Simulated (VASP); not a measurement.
Input of a VASP 6.6.1 run:

File INCAR:

```
SYSTEM = Sc
ALGO = Fast
EDIFF = 1E-6
EDIFFG = -0.01
ENCUT = 520
GGA = PS
IBRION = 2
ISIF = 3
ISMEAR = 1
KPAR = 2
LASPH = .TRUE.
LATTICE_CONSTRAINTS = .FALSE. .FALSE. .TRUE.
LCHARG = .FALSE.
LREAL = .FALSE.
LWAVE = .FALSE.
NELM = 120
NSW = 90
PREC = Accurate
SIGMA = 0.1
```

Contents of KPOINTS:

```
k-points
0
G
  16 16 4
  0 0 0
```

POSCAR

```
Sc
1.0
    3.2731408400      0.0000000000      0.0000000000
   -1.6365704200      2.8346231400      0.0000000000
    0.0000000000      0.0000000000     20.3795557900
Sc
8
Direct
    0.0000000000      0.0000000000      0.0000000000
    0.3333330000      0.6666670000      0.1250000000
    0.0000000000      0.0000000000      0.2500000000
    0.3333330000      0.6666670000      0.3750000000
    0.0000000000      0.0000000000      0.5000000000
    0.3333330000      0.6666670000      0.6250000000
    0.0000000000      0.0000000000      0.7500000000
    0.3333330000      0.6666670000      0.8750000000
```

Potentials or basis: VASP PAW PBE potentials, release 64 (Sc_sv).

Command:

```sh
$ cat potpaw_PBE.64/Sc_sv/POTCAR > POTCAR
$ mpirun -np 2 vasp_std > vasp.out
```

Estimate the band gap on the k mesh.

none (metal or under the smearing width).

Predict the relaxed volume.

23.59 Å³/atom.

What does it give for the space group after relaxing (to 0.05 Å)?

P6_3/mmc (No. 194).

The path:
| step | energy change (eV) | largest force (eV/Å) | pressure (GPa) | volume (Å³) |
| --- | --- | --- | --- | --- |
| 1 | 0.0000 | 0.0000 | 0.02 | 189.08 |
| 2 | -0.0003 | 0.0000 | 0.08 | 188.79 |
| 3 | -0.0003 | 0.0000 | 0.10 | 188.71 |

Caveat: the PAW data sets were made with another functional, which shifts forces and pressure a little.
